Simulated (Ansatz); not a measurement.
Rh:

```
CELL_PARAMETERS angstrom
0.00000 1.89785 1.89785
1.89785 0.00000 1.89785
1.89785 1.89785 0.00000
ATOMIC_POSITIONS crystal
Rh 0.00000 0.00000 0.00000
```

Base run:

```yaml
Program: Ansatz 0.2.0
Functional: LDA
Potentials_or_basis: all-electron LAPW, scalar-relativistic
Cutoff: 278 eV (chosen from the basis error)
Basis_error_allowed: 0.001 eV/atom
k_mesh: 12 × 12 × 12
Occupations: fermi-dirac, width 0.05 eV
Spin: no spin polarisation
```

Its results: pressure -9.9 GPa.

Problem. The run is repeated on the same cell with these changes: functional from LDA to revPBE. What comes out?

Solution. Pressure 10.6 GPa.

revPBE binds less tightly than LDA, so the same cell stands under more pressure.
